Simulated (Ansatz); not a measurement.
# CdF2: the change of phonon entropy and phonon heat capacity with temperature

All results are calculated (Ansatz 0.2.0). Harmonic vibrational free energy, entropy and heat capacity at constant volume, per atom, from the force constants of a q mesh, imaginary modes left out; plane waves with PAW datasets, Gamma-centred k mesh.

Structure of every row (space group Fm-3m, No. 225):
```
cell vectors (Å)
   1.9251     1.1114     3.1441
  -1.9251     1.1114     3.1441
   0.0000    -2.2229     3.1441
atoms (fractions of the cell vectors)
Cd  0.00000  0.00000  0.00000
F   0.75000  0.75000  0.75000
F   0.25000  0.25000  0.25000
```

Settings of every row: functional PBE; dispersion D3(BJ); spin none; wave cutoff 420 eV; k mesh 10x10x10; occupations fixed; smearing width 0 eV; pressure 0 GPa; phonon method linear response; q mesh 2x2x2.

Limits: coarse q mesh; image ties in doubt; phonon interpolation lacks quadrupole term; the cell comes from a prototype or a list of computed structures and needn't be the stable phase.

```
row  temperature (K)  phonon entropy (kB/atom)  phonon heat capacity (kB/atom)  phonon free energy (meV/atom)
  1              200                     2.457                           2.432                           20.6
  2              300                     3.506                           2.718                           -5.3
  3              400                     4.306                           2.834                          -39.1
  4              500                     4.946                           2.892                          -79.1
  5              600                     5.476                           2.924                           -124
  6              700                     5.928                           2.944                         -173.2
  7              800                     6.322                           2.957                           -226
  8              900                         ?                               ?                              ?
  9             1000                     6.984                           2.972                         -340.9
```

Question: what phonon entropy and phonon heat capacity should row 8 give?

Worked fit of phonon entropy. Entropy rises as the heat capacity times the change of ln T, so take t = ln(T / 300 K). The shown rows have t = -0.4055, 0, 0.2877, 0.5108, 0.6931, 0.8473, 0.9808, 1.204. Least squares give phonon entropy = 3.5213 + 2.70608 × t + 0.14818 × t² kB/atom; a straight line predicts inner rows, each left out in turn, worse (root mean square 0.033 against 0.011 kB/atom). The rows lie off it by 0.009, -0.015, -0.006, 0.004, 0.008, 0.007, 0.004, -0.010 (root mean square 0.0086 kB/atom), a smooth pattern that one more power would take up: the form is only approximate. The slope at t = 0, 2.71 kB/atom, estimates the heat capacity at 300 K. The withheld row has t = 1.0986, so the fit gives 3.5213 + 2.70608 × (1.0986) + 0.14818 × (1.0986)² = 6.673 kB/atom.

The calculation gave 6.671 kB/atom. The fit lies 0.002 kB/atom (0.044 % of the column's range) above it; its largest miss of a shown row is 0.015 kB/atom.

Worked fit of phonon heat capacity. At high temperature a harmonic heat capacity falls short of its limit by a term in 1/T², so take t = (100 K / T)². The shown rows have t = 0.25, 0.11111, 0.0625, 0.04, 0.02778, 0.02041, 0.01562, 0.01. Least squares give phonon heat capacity = 2.9992 − 2.7507 × t + 1.93 × t² kB/atom; a straight line predicts inner rows, each left out in turn, worse (root mean square 0.011 against 0.00091 kB/atom). The rows lie off it by 0.000, 0.001, -0.001, 0.000, 0.000, 0.000, 0.000, 0.000. The constant, 2.9992 kB/atom, is to be held against the harmonic limit of 3 k_B an atom. The withheld row has t = 0.01235, so the fit gives 2.9992 − 2.7507 × (0.01235) + 1.93 × (0.01235)² = 2.966 kB/atom.

The calculation gave 2.966 kB/atom. The fit meets it to the printed digit.

The other values of row 8: phonon free energy -282.1 meV/atom.
